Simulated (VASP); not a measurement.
# FeSi (P2_13) in VASP: notebook, part 2 of 3

VASP 6.6.1. Earlier steps stand in the parts before.

## (3) Relaxation of cell and atoms, PBE

This run uses another cell than the first one, of 11.00 Å³/atom, 0.934 times its volume.

Input file INCAR:

```
SYSTEM = FeSi
  ALGO = Normal
  EDIFF = 1E-7
  EDIFFG = -0.005
  ENCUT = 600
  GGA = PE
  IBRION = 2
  ISIF = 3
  ISMEAR = 0
  KPAR = 2
  LASPH = .True.
  LCHARG = .False.
  LREAL = .False.
  LWAVE = .False.
  NELM = 80
  NSW = 90
  PREC = Accurate
  SIGMA = 0.03
```

Input file KPOINTS:

```
k-points
0
Gamma
  8 8 8
  0 0 0
```

Input file POSCAR:

```
FeSi                                    
1.0
    4.4480177539      0.0000000000     -0.0000000000
    0.0000000000      4.4480177539     -0.0000000000
   -0.0000000000      0.0000000000      4.4480177539
  Fe              Si            
     4     4
Direct
     0.1363314629568962    0.1363314629568962    0.1363314629568962
     0.3636685370431038    0.8636685370431038    0.6363314629568962
     0.6363314629568962    0.3636685370431038    0.8636685370431038
     0.8636685370431038    0.6363314629568962    0.3636685370431038
     0.8407540264725041    0.8407540264725041    0.8407540264725041
     0.6592459735274959    0.1592459735274959    0.3407540264725040
     0.3407540264725040    0.6592459735274959    0.1592459735274959
     0.1592459735274959    0.3407540264725040    0.6592459735274959
```

Potentials or basis: VASP PAW PBE potentials, release 64 (Fe, Si).

The run is started by

```console
cat potpaw_PBE.64/Fe/POTCAR potpaw_PBE.64/Si/POTCAR > POTCAR
mpirun -np 2 vasp_std > vasp.out
```

OUTCAR:

```text
SYSTEM = FeSi
   EDIFF = 1E-7
   EDIFFG = -0.005
   ENCUT = 600
   GGA = PE
   IBRION = 2
   ISIF = 3
   ISMEAR = 0
   LASPH = .True.
   LREAL = .False.
   NELM = 80
   NSW = 90
   PREC = Accurate

 ion  position               nearest neighbor table
   1  0.136  0.136  0.136-   5 2.28   6 2.31   7 2.31   8 2.31   7 2.50   8 2.50   6 2.50   2 2.73
                             2 2.73   4 2.73   3 2.73   4 2.73   3 2.73
   2  0.364  0.864  0.636-   6 2.28   5 2.31   7 2.31   8 2.31   7 2.50   8 2.50   5 2.50   1 2.73
                             1 2.73   3 2.73   4 2.73   4 2.73   3 2.73
   3  0.636  0.364  0.864-   7 2.28   6 2.31   5 2.31   8 2.31   8 2.50   6 2.50   5 2.50   4 2.73
                             4 2.73   1 2.73   2 2.73   2 2.73   1 2.73
[... 996 lines left out ...]

 VOLUME and BASIS-vectors are now :
 -----------------------------------------------------------------------------
  energy-cutoff  :      600.00
  volume of cell :       88.00
      direct lattice vectors                 reciprocal lattice vectors
     4.448017754  0.000000000  0.000000000     0.224819247  0.000000000  0.000000000
     0.000000000  4.448017754  0.000000000     0.000000000  0.224819247  0.000000000
     0.000000000  0.000000000  4.448017754     0.000000000  0.000000000  0.224819247

 POSITION                                       TOTAL-FORCE (eV/Angst)
 -----------------------------------------------------------------------------------
      0.60640      0.60640      0.60640         0.002419      0.002419      0.002419
      1.61760      3.84161      2.83041        -0.002419     -0.002419      0.002419
      2.83041      1.61760      3.84161         0.002419     -0.002419     -0.002419
      3.84161      2.83041      1.61760        -0.002419      0.002419     -0.002419
      3.73969      3.73969      3.73969         0.001324      0.001324      0.001324
      2.93234      0.70833      1.51568        -0.001324     -0.001324      0.001324
      1.51568      2.93234      0.70833         0.001324     -0.001324     -0.001324
      0.70833      1.51568      2.93234        -0.001324      0.001324     -0.001324
 -----------------------------------------------------------------------------------
    total drift:                               -0.000001     -0.000001     -0.000000

  FREE ENERGIE OF THE ION-ELECTRON SYSTEM (eV)
  ---------------------------------------------------
  free  energy   TOTEN  =       -58.7811455995 eV

  energy  without entropy=      -58.7811431397  energy(sigma->0) =      -58.78114437

 reached required accuracy - stopping structural energy minimisation
```

OSZICAR:

```text
N       E                     dE             d eps       ncg     rms          rms(c)
DAV:   1     0.376926416829E+03    0.37693E+03   -0.22045E+04  2610   0.206E+03
DAV:   2    -0.244444360824E+02   -0.40137E+03   -0.39012E+03  2610   0.440E+02
DAV:   3    -0.648958367532E+02   -0.40451E+02   -0.37240E+02  3796   0.152E+02
DAV:   4    -0.666312189044E+02   -0.17354E+01   -0.16854E+01  3922   0.363E+01
DAV:   5    -0.666615934520E+02   -0.30375E-01   -0.30298E-01  4000   0.457E+00    0.321E+01
DAV:   6    -0.719329460614E+02   -0.52714E+01   -0.23936E+02  3910   0.172E+02    0.314E+01
DAV:   7    -0.590092026185E+02    0.12924E+02   -0.91762E+01  3920   0.120E+02    0.904E+00
DAV:   8    -0.588695813290E+02    0.13962E+00   -0.35884E+00  3092   0.152E+01    0.308E+00
DAV:   9    -0.587891957545E+02    0.80386E-01   -0.48762E-01  4115   0.686E+00    0.121E+00
DAV:  10    -0.587823567050E+02    0.68390E-02   -0.14134E-02  3390   0.120E+00    0.430E-01
DAV:  11    -0.587812225189E+02    0.11342E-02   -0.10332E-02  4095   0.117E+00    0.156E-01
DAV:  12    -0.587811473262E+02    0.75193E-04   -0.33773E-04  4114   0.172E-01    0.524E-02
DAV:  13    -0.587811466722E+02    0.65400E-06   -0.50196E-05  3963   0.549E-02    0.159E-02
DAV:  14    -0.587811452703E+02    0.14020E-05   -0.46094E-06  3940   0.227E-02    0.541E-03
DAV:  15    -0.587811455080E+02   -0.23776E-06   -0.11041E-06  3811   0.123E-02    0.171E-03
DAV:  16    -0.587811455995E+02   -0.91461E-07   -0.57562E-08  1815   0.170E-03
   1 F= -.58781146E+02 E0= -.58781144E+02  d E =-.587811E+02
```

CONTCAR:

```text
FeSi
   1.00000000000000
     4.4480177539000003    0.0000000000000000    0.0000000000000000
     0.0000000000000000    4.4480177539000003    0.0000000000000000
     0.0000000000000000    0.0000000000000000    4.4480177539000003
  Fe              Si
     4     4
Direct
     0.1363314629568961    0.1363314629568961    0.1363314629568961
     0.3636685370431039    0.8636685370431039    0.6363314629568961
     0.6363314629568961    0.3636685370431039    0.8636685370431039
     0.8636685370431039    0.6363314629568961    0.3636685370431039
     0.8407540264725029    0.8407540264725029    0.8407540264725029
     0.6592459735274971    0.1592459735274971    0.3407540264725029
     0.3407540264725029    0.6592459735274971    0.1592459735274971
     0.1592459735274971    0.3407540264725029    0.6592459735274971

  0.00000000E+00  0.00000000E+00  0.00000000E+00
  0.00000000E+00  0.00000000E+00  0.00000000E+00
  0.00000000E+00  0.00000000E+00  0.00000000E+00
  0.00000000E+00  0.00000000E+00  0.00000000E+00
  0.00000000E+00  0.00000000E+00  0.00000000E+00
  0.00000000E+00  0.00000000E+00  0.00000000E+00
  0.00000000E+00  0.00000000E+00  0.00000000E+00
  0.00000000E+00  0.00000000E+00  0.00000000E+00
```

It took 38 s on 2 MPI ranks of Intel Xeon 6975P-C (Granite Rapids), shared host; peak memory 0.26 GiB.

Results:

```
Free energy                  : -58.7811 eV
Pressure after relaxing      : 0.0 GPa
Largest force after relaxing : 0.004 eV/Å
Band gap on the k mesh       : 0.16 eV, indirect (least direct gap 0.17 eV)
```

Forces in eV/Å, atoms in the order of the input:
```
Fe   0.002  0.002  0.002
Fe  -0.002 -0.002  0.002
Fe   0.002 -0.002 -0.002
Fe  -0.002  0.002 -0.002
Si   0.001  0.001  0.001
Si  -0.001 -0.001  0.001
Si   0.001 -0.001 -0.001
Si  -0.001  0.001 -0.001
```

Final structure:
```xyz
8
Lattice="4.4480 0.0000 0.0000 0.0000 4.4480 0.0000 0.0000 0.0000 4.4480" Properties=species:S:1:pos:R:3 pbc="T T T"
Fe    0.6064    0.6064    0.6064
Fe    1.6176    3.8416    2.8304
Fe    2.8304    1.6176    3.8416
Fe    3.8416    2.8304    1.6176
Si    3.7397    3.7397    3.7397
Si    2.9323    0.7083    1.5157
Si    1.5157    2.9323    0.7083
Si    0.7083    1.5157    2.9323
```

Caveat: the relaxation stopped at its first step, so nothing moved. A k mesh can miss the band edges.

## (4) Relaxation of cell and atoms, r2SCAN, target pressure 50.7 GPa, at which the enthalpy is minimised

Input file INCAR:

```
PREC = Accurate
ENCUT = 600
EDIFF = 1E-6
ISMEAR = 0
SIGMA = 0.03
LREAL = F
LASPH = T
NELM = 80
ALGO = Normal
ISIF = 3
LWAVE = F
LCHARG = F
METAGGA = R2SCAN
LMIXTAU = T
IBRION = 2
NSW = 90
EDIFFG = -0.01
PSTRESS = 507.0
KPAR = 2
```

Input file KPOINTS:

```
Automatic mesh
0
Gamma
  8 8 8
```

Input file POSCAR:

```
FeSi
1.0
    4.5507000000      0.0000000000      0.0000000000
    0.0000000000      4.5507000000      0.0000000000
    0.0000000000      0.0000000000      4.5507000000
Fe Si
4 4
Direct
    0.1365200000      0.1365200000      0.1365200000
    0.3634800000      0.8634800000      0.6365200000
    0.6365200000      0.3634800000      0.8634800000
    0.8634800000      0.6365200000      0.3634800000
    0.8424000000      0.8424000000      0.8424000000
    0.6576000000      0.1576000000      0.3424000000
    0.3424000000      0.6576000000      0.1576000000
    0.1576000000      0.3424000000      0.6576000000
```

Potentials or basis: VASP PAW PBE potentials, release 64 (Fe, Si).

The run is started by

```console
cat potpaw_PBE.64/Fe/POTCAR potpaw_PBE.64/Si/POTCAR > POTCAR
mpirun -np 2 vasp_std > vasp.out
```

OUTCAR:

```text
PREC = Accurate
   ENCUT = 600
   EDIFF = 1E-6
   ISMEAR = 0
   LREAL = F
   LASPH = T
   NELM = 80
   ISIF = 3
   METAGGA = R2SCAN
   IBRION = 2
   NSW = 90
   EDIFFG = -0.01
   PSTRESS = 507.0

 ion  position               nearest neighbor table
   1  0.137  0.137  0.137-   5 2.32   6 2.37   7 2.37   8 2.37   7 2.55   8 2.55   6 2.55   3 2.79
                             4 2.79   2 2.79   2 2.79   4 2.79   3 2.79
   2  0.363  0.863  0.637-   6 2.32   5 2.37   7 2.37   8 2.37   7 2.55   8 2.55   5 2.55   1 2.79
                             1 2.79   3 2.79   3 2.79   4 2.79   4 2.79
   3  0.637  0.363  0.863-   7 2.32   6 2.37   5 2.37   8 2.37   8 2.55   6 2.55   5 2.55   1 2.79
                             4 2.79   2 2.79   2 2.79   4 2.79   1 2.79
   4  0.863  0.637  0.363-   8 2.32   6 2.37   7 2.37   5 2.37   6 2.55   5 2.55   7 2.55   1 2.79
                             3 2.79   2 2.79   1 2.79   2 2.79   3 2.79
   5  0.842  0.842  0.842-   1 2.32   2 2.37   3 2.37   4 2.37   3 2.55   4 2.55   2 2.55   6 2.82
                             7 2.82   8 2.82   6 2.82   8 2.82   7 2.82
   6  0.658  0.158  0.342-   2 2.32   1 2.37   3 2.37   4 2.37   3 2.55   4 2.55   1 2.55   8 2.82
                             5 2.82   5 2.82   7 2.82   7 2.82   8 2.82
   7  0.342  0.658  0.158-   3 2.32   2 2.37   1 2.37   4 2.37   4 2.55   2 2.55   1 2.55   8 2.82
                             5 2.82   8 2.82   6 2.82   6 2.82   5 2.82
   8  0.158  0.342  0.658-   4 2.32   2 2.37   3 2.37   1 2.37   2 2.55   1 2.55   3 2.55   7 2.82
                             5 2.82   7 2.82   5 2.82   6 2.82   6 2.82

  LATTYP: Found a simple cubic cell.
 ALAT       =     4.5507000000

  Lattice vectors:

 A1 = (   4.5507000000,   0.0000000000,   0.0000000000)
 A2 = (   0.0000000000,   4.5507000000,   0.0000000000)
 A3 = (   0.0000000000,   0.0000000000,   4.5507000000)

Analysis of symmetry for initial positions (statically):
=====================================================================
 Subroutine PRICEL returns:
 Original cell was already a primitive cell.

 Routine SETGRP: Setting up the symmetry group for a
 simple cubic supercell.

 Subroutine GETGRP returns: Found 12 space group operations
 (whereof  3 operations were pure point group operations)
 out of a pool of 48 trial point group operations.

The static configuration has the point symmetry C_3 .
 The point group associated with its full space group is T   .

Analysis of symmetry for dynamics (positions and initial velocities):
=====================================================================
 Subroutine PRICEL returns:
 Original cell was already a primitive cell.

 Routine SETGRP: Setting up the symmetry group for a
 simple cubic supercell.

 Subroutine GETGRP returns: Found 12 space group operations
 (whereof  3 operations were pure point group operations)
 out of a pool of 48 trial point group operations.

The dynamic configuration has the point symmetry C_3 .
 The point group associated with its full space group is T   .

 Subroutine INISYM returns: Found 12 space group operations
 (whereof  3 operations are pure point group operations),
 and found     1 'primitive' translations

----------------------------------------------------------------------------------------

                                     Primitive cell

  volume of cell :      94.2399

  direct lattice vectors                    reciprocal lattice vectors
     4.550700000  0.000000000  0.000000000     0.219746413  0.000000000  0.000000000
     0.000000000  4.550700000  0.000000000     0.000000000  0.219746413  0.000000000
     0.000000000  0.000000000  4.550700000     0.000000000  0.000000000  0.219746413

  length of vectors
     4.550700000  4.550700000  4.550700000     0.219746413  0.219746413  0.219746413

[... 50 lines left out ...]
  0.125000  0.000000  0.000000      6.000000
  0.250000  0.000000  0.000000      6.000000
  0.375000  0.000000  0.000000      6.000000
  0.500000  0.000000  0.000000      3.000000
  0.125000  0.125000  0.000000     12.000000
[... 21 lines left out ...]
   NELM   =     80;   NELMIN=  2; NELMDL= -5     # of ELM steps
   EDIFF  = 0.1E-05   stopping-criterion for ELM
   LREAL  =      F    real-space projection
   EDIFFG = -.1E-01   stopping-criterion for IOM
   NSW    =     90    number of steps for IOM
   IBRION =      2    ionic relax: 0-MD 1-quasi-New 2-CG
   NFREE  =      1    steps in history (QN), initial steepest desc. (CG)
   ISIF   =      3    stress and relaxation
   ISYM   =      2    0-nonsym 1-usesym 2-fastsym
   POTIM  = 0.5000    time-step for ionic-motion
   TEBEG  =    0.0;   TEEND  =   0.0 temperature during run
   PSTRESS=  507.0 pullay stress
   NELECT =      48.0000    total number of electrons
   NUPDOWN=      -1.0000    fix difference up-down
   EMIN   =  10.00;   EMAX   =-10.00  energy-range for DOS
   EFERMI =   0.00;   METHOD = LEGACY
   ISMEAR =     0;   SIGMA  =   0.03  broadening in eV -4-tet -1-fermi 0-gaus
   EFERMI_NEDOS =   21; number of points for ismear=-14 and -15
   IALGO  =     38    algorithm
   IMIX   =      4    mixing-type and parameters
     AMIX     =   0.40;   BMIX     =  1.00
     AMIX_MAG =   1.60;   BMIX_MAG =  1.00
  volume/ion in A,a.u.               =      11.78        79.50
  Fermi-wavevector in a.u.,A,eV,Ry     =   1.307406  2.470639 23.256570  1.709310
  Thomas-Fermi vector in A             =   2.438142
   LORBIT       =      0    0 simple, 1 ext, 2 COOP (PROOUT), +10 PAW based schemes
   METAGGA = R2SCAN    functional components
   LHFCALC =     F    Hartree Fock is set to
   AEXX    =    0.0000 exact exchange contribution
   IVDW    =     0    specifies the selected vdW correction
   LEPSILON=     F    determine dielectric tensor
   LRPA    =     F    only Hartree local field effects (RPA)
 conjugate gradient relaxation of ions
 non-spin polarized calculation
 Gauss-broadening in eV      SIGMA  =   0.03
  energy-cutoff  :      600.00
  volume of cell :       94.24
 maximum number of plane-waves:      3178
   NGX = 19   NGY = 19   NGZ = 19

--------------------------------------- Ionic step        1  -------------------------------------------

 number of electron      47.9999995 magnetization

 Free energy of the ion-electron system (eV)
  ---------------------------------------------------
  ext. energy  EPLUGINS =         0.00000000
  ---------------------------------------------------
  free energy    TOTEN  =       -94.16133852 eV

  energy without entropy =      -94.16133852  energy(sigma->0) =      -94.16133852

 E-fermi :   8.9243     XC(G=0): -13.4312

 val. band max:        8.7595626867   @ k =   0.3750   0.0000   0.0000
 cond. band min:       9.0604167395   @ k =   0.3750   0.1250   0.0000
 fundamental gap:      0.3008540528
 Fermi energy:         8.9242907297

 k-point     1 :       0.0000    0.0000    0.0000
  band No.  band energies     occupation
      1      -4.6540      2.00000
      2       0.7851      2.00000
      3       0.7851      2.00000
      4       0.7851      2.00000
      5       3.6980      2.00000
      6       3.6980      2.00000
[... 886 lines left out ...]
  energy  without entropy=      -94.2401322137  energy(sigma->0) =      -94.24013221

  enthalpy is  TOTEN    =       -69.3921708163 eV   P V=       24.8479613974

[... ionic steps 4 to 9 ...]

--------------------------------------- Ionic step       10  -------------------------------------------

 number of electron      48.0000010 magnetization

------------------------ aborting loop because EDIFF is reached ----------------------------------------
[... 83 lines left out ...]
--------------------------------------- Ionic step       12  -------------------------------------------

 number of electron      48.0000010 magnetization

 Free energy of the ion-electron system (eV)
  ---------------------------------------------------
  ext. energy  EPLUGINS =         0.00000000
  ---------------------------------------------------
  free energy    TOTEN  =       -93.16678090 eV

  energy without entropy =      -93.16678090  energy(sigma->0) =      -93.16678090

 E-fermi :  12.2113     XC(G=0): -14.8184

 val. band max:       12.0640022586   @ k =   0.3750   0.0000   0.0000
 cond. band min:      12.3694178815   @ k =   0.3750   0.1250   0.0000
 fundamental gap:      0.3054156229
 Fermi energy:        12.2113132575

 k-point     1 :       0.0000    0.0000    0.0000
  band No.  band energies     occupation
      1      -3.4086      2.00000
      2       2.8605      2.00000
      3       2.8605      2.00000
      4       2.8605      2.00000
      5       5.9088      2.00000
      6       5.9088      2.00000
[... 798 lines left out ...]
  energy  without entropy=      -93.1667808953  energy(sigma->0) =      -93.16678090

  enthalpy is  TOTEN    =       -69.8083233981 eV   P V=       23.3584574971

 reached required accuracy - stopping structural energy minimisation
```

Run time: 32 min. Hardware: 2 MPI ranks of Intel Xeon Platinum 8488C (Sapphire Rapids), shared host; peak memory 0.31 GiB.

What came out:

```yaml
Free_energy: -93.1668 eV
Relaxed_volume: 9.23 Å³/atom
Relaxed_cell: a = 4.195 Å, b = 4.195 Å, c = 4.195 Å, α = 90.00°, β = 90.00°, γ = 90.00°
Space_group_after_relaxing_to_0.05_Å: P2_13 (No. 198)
Energy_change_on_relaxing_the_enthalpy_is_what_falls: +124.3 meV/atom
Ionic_steps: 12
Pressure_after_relaxing: 50.7 GPa
Largest_force_after_relaxing: 0.005 eV/Å
Band_gap_on_the_k_mesh: 0.31 eV, indirect (least direct gap 0.33 eV)
```

Forces in eV/Å, atoms in the order of the input:
```
Fe   0.002  0.002  0.002
Fe  -0.002 -0.002  0.002
Fe   0.002 -0.002 -0.002
Fe  -0.002  0.002 -0.002
Si  -0.003 -0.003 -0.003
Si   0.003  0.003 -0.003
Si  -0.003  0.003  0.003
Si   0.003 -0.003  0.003
```

The path:
```
step  energy change (eV)  largest force (eV/Å)  pressure (GPa)  volume (Å³)
   1              0.0000                0.3070          -20.13        94.24
   2             75.2011                9.1550         1023.68        39.56
   3             -0.0788                0.4843           26.29        78.52
   4              0.3690                0.6580           37.75        76.28
   5              0.9934                0.8512           51.07        74.02
   6              0.8770                0.8179           48.72        74.39
   7              0.9105                0.0815           49.11        74.09
   8              0.9188                0.0790           49.18        74.06
   9              1.1855                0.0378           54.47        73.23
  10              1.0043                0.0561           50.90        73.79
  11              1.0019                0.0568           50.85        73.79
  12              0.9946                0.0054           50.66        73.82
```

Final structure:
```
Fe Si
1.0
     4.19484    0.00000    0.00000
     0.00000    4.19484    0.00000
     0.00000    0.00000    4.19484
Fe Si
4 4
Cartesian
  0.5934 0.5934 0.5934
  1.5040 3.6015 2.6908
  2.6908 1.5040 3.6015
  3.6015 2.6908 1.5040
  3.5376 3.5376 3.5376
  2.7547 0.6572 1.4402
  1.4402 2.7547 0.6572
  0.6572 1.4402 2.7547
```

Levels at points of the mesh, in eV from the valence-band top:
```
           k point  band 20  band 21  band 22  band 23  band 24  band 25  band 26  band 27  band 28  band 29
(0.00, 0.00, 0.00)    -0.47    -0.47    -0.47    -0.18    -0.18     0.97     0.97     0.97     4.20     4.20
(0.50, 0.00, 0.00)    -1.75    -0.63    -0.63    -0.05    -0.05     0.36     0.36     2.28     2.28     3.25
(0.50, 0.50, 0.00)    -1.69    -1.35    -1.35    -0.56    -0.56     0.92     0.92     1.86     1.86     3.80
(0.50, 0.50, 0.50)    -1.03    -1.00    -1.00    -1.00    -1.00     0.81     0.81     0.81     0.81     7.37
```

Caveat: the cell is relaxed towards a set pressure, so the enthalpy falls and the energy may rise; the volume moved by over 15 % at a fixed basis, so the end points are rough; the PAW data sets were made with another functional, which shifts forces and pressure a little. A k mesh can miss the band edges.

(Part 2 of 3 ends here.)
